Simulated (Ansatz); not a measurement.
# LiF: the cost of one run

Program: Ansatz 0.2.0. Level of theory: DFT PBE, scalar-relativistic, plane waves, PAW. These are calculated values, not measurements.

## Step 1: The starting structure

The structure is orthorhombic, space group Fdd2 (No. 43). The conventional cell has a = 2.579 Å, b = 5.343 Å, c = 8.617 Å, α = 90.00°, β = 90.00°, γ = 90.00°. Around Li (site symmetry 2) lie 4 F at 1.73 to 1.79 Å. F (site symmetry 2) has 4 Li at 1.73 to 1.79 Å as nearest neighbours.

As a file:

```cif
data_structure
_symmetry_space_group_name_H-M 'P 1'
_symmetry_Int_Tables_number 1
_cell_length_a 5.0694
_cell_length_b 4.4972
_cell_length_c 2.9664
_cell_angle_alpha 82.841
_cell_angle_beta 61.667
_cell_angle_gamma 35.492
_cell_volume 29.68
loop_
_atom_site_label
_atom_site_type_symbol
_atom_site_fract_x
_atom_site_fract_y
_atom_site_fract_z
_atom_site_occupancy
Li1 Li 0.18267 0.18267 0.81733 1
Li2 Li 0.43267 0.43267 0.06733 1
F1 F 0.81733 0.81733 0.18267 1
F2 F 0.06733 0.06733 0.43267 1
```

The cell is invented: 4-connected net, two elements alternating (Fdd2, No. 43). Its size is a rough estimate.

## Step 2: Probe: one point on a coarse mesh

input.yaml

```yaml
crystal:
  lattice:
    - [0.0, 2.67148315, 4.30841056]
    - [1.28937877, 0.0, 4.30841056]
    - [1.28937877, 2.67148315, 0.0]
  atoms:
    - { symbol: Li, position: [0.18266946, 0.18266946, 0.81733054] }
    - { symbol: Li, position: [0.43266946, 0.43266946, 0.06733054] }
    - { symbol: F, position: [0.81733054, 0.81733054, 0.18266946] }
    - { symbol: F, position: [0.06733054, 0.06733054, 0.43266946] }
basis:
  ecutwfc: 420
kpoints:
  mp_grid: { grid: [8, 8, 8] }
hamiltonian:
  xc: pbe
scf:
  occupations: { method: gaussian, width: 0.1 }
  lower_state_search: "off"
output:
  forces: true
  stress: true
  eigenvalues: true
```

Launch:

```
$ ansatz run input.yaml --threads 1 --pin off --max-ram 2560MiB --backend cpu --events-out ev --progress --plain --runs-dir out
```

What time and memory should one allow on 1 thread of Intel Xeon Platinum 8259CL at 2.50GHz (Skylake/Cascade Lake), shared host?

About 3.5 s, with a peak of 0.37 GiB.
